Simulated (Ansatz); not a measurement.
## WS3: sound and stiffness along [100], [110] and [111]

These are results of DFT LDA, scalar-relativistic, plane waves, PAW in Ansatz, not measurements. Settings: 420 eV plane-wave cutoff, Γ-centred 10×10×10 mesh, Fermi-Dirac smearing of 0.15 eV. No spin polarisation.

Relaxed structure:
```
CELL_PARAMETERS angstrom
4.61157 0.00000 0.00000
0.00000 4.61157 0.00000
0.00000 0.00000 4.61157
ATOMIC_POSITIONS crystal
W 0.00000 0.00000 0.00000
S 0.00000 0.00000 0.50000
S 0.00000 0.50000 0.00000
S 0.50000 0.00000 0.00000
```

The cell was built by swapping an element in a database structure (itself possibly hypothetical) and relaxing; it need not be the stable form of this composition. In a metal, frequencies and elastic constants depend on the k mesh and the smearing, soft modes and shear constants most. Spin–orbit coupling is left out, which matters for heavy elements. A semilocal functional can close a gap that the real compound has.

With ions relaxed, on the cubic axes: C11 = 247.7, C12 = 37.2, C44 = 21.5 GPa. The density is 4.741 g/cm³.

Task: Is the crystal stable against strain, and how anisotropic is it?

Result: Born's conditions hold: C11 + 2C12 = 322.1, C11 − C12 = 210.6 and C44 = 21.5 GPa are all positive. B = (C11 + 2C12)/3 = 107.4 GPa. The two shear moduli are C44 and C′ = (C11 − C12)/2 = 105.3 GPa, so Zener's ratio is A = C44/C′ = 0.20: the shear C44 is the soft one, as in NaCl, KCl, the halide perovskites and the bcc metals V, Nb, Cr and Mo. The Cauchy pressure C12 − C44 is 15.7 GPa; it would vanish for pair forces between atoms on inversion centres at zero pressure, and a positive value is usual with metallic or many-body binding, and where atoms off inversion centres relax under shear, which lowers C44.

Task: Give the sound speeds along the three symmetry directions.

Result: The Christoffel equation gives ρv² for each branch:
| direction | branch | ρv² | GPa | v (m/s) |
| --- | --- | --- | --- | --- |
| [100] | L | C11 | 247.7 | 7228 |
| [100] | T (×2) | C44 | 21.5 | 2130 |
| [110] | L | (C11 + C12 + 2C44)/2 | 164.0 | 5881 |
| [110] | T, u ∥ [001] | C44 | 21.5 | 2130 |
| [110] | T, u ∥ [1-10] | (C11 − C12)/2 | 105.3 | 4712 |
| [111] | L | (C11 + 2C12 + 4C44)/3 | 136.0 | 5357 |
| [111] | T (×2) | (C11 − C12 + C44)/3 | 77.4 | 4039 |

Task: How does Young's modulus depend on direction?

Result: Inverting gives S11 = 4.201, S12 = -0.548, S44 = 46.490 TPa⁻¹. Along a unit vector (l, m, n), 1/E = S11 − 2(S11 − S12 − S44/2)(l²m² + m²n² + n²l²), where the last bracket is 0, 1/4 and 1/3 for [100], [110] and [111]: E = 238, 74 and 60 GPa. With A < 1 the cube edge is stiffest. For a film on (001), the biaxial modulus is C11 + C12 − 2C12²/C11 = 274 GPa and the normal strain is −2C12/C11 = -0.30 times the in-plane one.

Cost: 2 runs of about 4 core-minutes in all, on Intel Xeon Platinum 8259CL (Skylake/Cascade Lake) (shared hosts).

The anisotropy follows from the corner-sharing framework of WS₆ octahedra, whose straight W–S–W chains run along the cube axes. Stretching along [100] loads the strong, partly covalent W–S bonds directly, and C′ also lengthens some chains while shortening others. The C44 shear leaves bond lengths unchanged to first order and mainly distorts the S–W–S angles, which resist far less. This is why Young's modulus falls from 238 GPa along [100] to 60 GPa along [111], and why the two transverse waves along [110] differ so much in speed.

Every atom here sits on an inversion centre, so internal relaxation can't explain the soft shear or the positive Cauchy pressure. The latter suggests many-body contributions to the binding, though it isn't by itself evidence of metallicity. Born's conditions cover only homogeneous strain of this cell; they don't exclude cell-doubling octahedral tilts, which bend the W–S–W links and are a common instability of such open frameworks.
